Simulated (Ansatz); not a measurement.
**Be in Ansatz, relaxation**

Input:

```yaml
crystal:
  lattice:
    - [0.0, 1.629966, 1.629966]
    - [1.629966, 0.0, 1.629966]
    - [1.629966, 1.629966, 0.0]
  atoms:
    - { symbol: Be, position: [0.0, 0.0, 0.0] }
  symmetry: { tolerance: 0.0003 }
kpoints:
  mp_grid: { grid: [9, 9, 9], shift: [0, 0, 0] }
magnetization:
  spin_polarized: false
scf:
  occupations: { method: fermi_dirac, width: 0.013 }
  mixing: { algorithm: anderson, beta: 1.0, ndim: 1, preconditioner: none }
  max_iter: 80
hamiltonian:
  pseudopotentials: { kind: paw }
  xc: mr2scan
basis:
  ecutwfc: 500
output:
  forces: true
  stress: true
  eigenvalues: true
relax:
  max_steps: 40
  cell: {}
```

Run with:

```bash
ansatz run input.yaml --threads 1 --pin off --max-ram 2560MiB --backend cpu --events-out ev --progress --plain --runs-dir out
```

Origin of the cell: a known structure type with other elements, at an estimated volume, so it need not be a known compound.

Output (shortened):

```
The last accepted step is kept in <dir> (removed where the run ends without a failure and the disk answers)
Pseudopotentials: kind: paw
Pseudopotential: Be, paw, valence charge 2, recommended cutoff 500 eV (meta_gga), Be.paw.azcp
Functional definition: m-r2SCAN
  exchange = m_r2scan_x
  correlation = m_r2scan_c
Crystal: 1 atoms, lattice volume = 8.661 Å³
Basis set: ecut = 500 eV, 229 PW (Γ), exchange–correlation on 72×72×72 points (64 copies of the dense FFT grid, shifted against one another)
Bands: 5, of which v1, the nominal top of the filled ones, is band 1 counted from 1 (0 counted from 0)
Symmetry: 48 space group operations
Space group: Fm-3m (ITA 225), of the structure as read, at distance tolerance 6.2e-4 Å
k-points: 35 of 729
Initial density: superposition of atomic densities (neutral atoms: chi_scale 0, normalization atom), corrected by the library's trained network
Functional: x = mr2scan, c = mr2scan; τ floored in thin density (d = 2e-4 eV/Å³)
SCF iter   1: F=—  HF=-93.227054 eV  Δρ=3.46e-3  dr2=8.16e-4  dr2_τ=2.44e-2
SCF iter   2: F=—  HF=-93.233575 eV  Δρ=9.60e-4  dr2=5.78e-5  dr2_τ=1.13e-6
SCF iter   3: F=—  HF=-93.233575 eV  Δρ=2.28e-5  dr2=3.30e-8  dr2_τ=1.35e-9
SCF iter   4: F=-93.233575 eV  HF=-93.233575 eV  Δρ=1.02e-6  dr2=6.95e-11  dr2_τ=1.41e-12
relax step   1: F+E_penalty+E_count = -93.233575 eV  Δ(F+E_penalty+E_count) = +0.000e0 eV  max|allowed force component| = 0.000e0 eV/Å  Δτ_max = 0.0000 Å  P = -10.491 GPa  Ω = 8.661 Å³  (4 SC […]
relax step   2: F+E_penalty+E_count = -93.258378 eV  Δ(F+E_penalty+E_count) = -2.480e-2 eV  max|allowed force component| = 0.000e0 eV/Å  Δτ_max = 0.0000 Å  P = -4.148 GPa  Ω = 8.129 Å³  energ […]
relax step   3: F+E_penalty+E_count = -93.262040 eV  Δ(F+E_penalty+E_count) = -3.663e-3 eV  max|allowed force component| = 0.000e0 eV/Å  Δτ_max = 0.0000 Å  P = +0.542 GPa  Ω = 7.815 Å³  energ […]
relax step   4: F+E_penalty+E_count = -93.262097 eV  Δ(F+E_penalty+E_count) = -5.637e-5 eV  max|allowed force component| = 0.000e0 eV/Å  Δτ_max = 0.0000 Å  P = -0.022 GPa  Ω = 7.850 Å³  energ […]
relax step   5: F+E_penalty+E_count = -93.262084 eV  Δ(F+E_penalty+E_count) = +1.259e-5 eV  max|allowed force component| = 0.000e0 eV/Å  Δτ_max = 0.0000 Å  P = -0.019 GPa  Ω = 7.850 Å³  stress off target by 1.91e-2 GPa […]
SCF 5 converged in 3 iterations: F = -93.262084 eV  dr2 = 4.99e-14
basis re-selected at this cell: Δ(F+E_penalty+E_count) = +1.259e-5 eV, ΔP = +0.003 GPa vs the last step (what re-selecting the basis moved, of the pressure what is left beyond the Pulay corre […]
SCF converged after 3 iterations
Stability not checked: this state was not tested for a lower state beside it, because the mixer in use, unlike msr1, does not test its closes by its own steps (another_mixer; see scf.mixing.algorithm and scf.lower_state_search)
Free energy (F): -93.262084 eV
Harris-Foulkes:  -93.262084 eV  (|F-HF|=8.53e-14)
Internal energy: -93.262084 eV  (E = F + TS)
E sigma→0 (E₀):  -93.262084 eV
[… 17 lines left out …]
  Σ components = -93.262084   (vs F -93.262084, Δ=0.00e0)
--- Forces (eV/Å), atoms counted from 1 ---
  atom   1  Be    -0.000000     0.000000     0.000000
  max |Σ_I F_I| component: 0.0 eV/Å
--- Stress (GPa, compression-positive) ---
       -0.019100       0.000000       0.000000
        0.000000      -0.019100      -0.000000
        0.000000      -0.000000      -0.019100
  P = ⅓ Tr σ = -0.0191 GPa (-0.191 kbar)
--- Relaxed structure (4 steps of the walk, 4 accepted, 1 SCFs on fresh bases) ---
  F+E_penalty+E_count = -93.262084 eV   max|allowed force component| = 0.000e0 eV/Å   (the final SCF, on the basis selected at the relaxed cell)
```

Question: Why shouldn't this run be trusted?

Answer: It holds mixing far too strong: `scf.mixing` typed as { algorithm: anderson, beta: 1.0, ndim: 1, preconditioner: none }. Self-consistency was reached. It reached the result of a sound input all the same, in 15 SCF iterations against 20.

The run took 4.7 s on 1 thread of Arm Neoverse N1, on a shared host, peak memory 0.32 GiB, from the program's own first density.
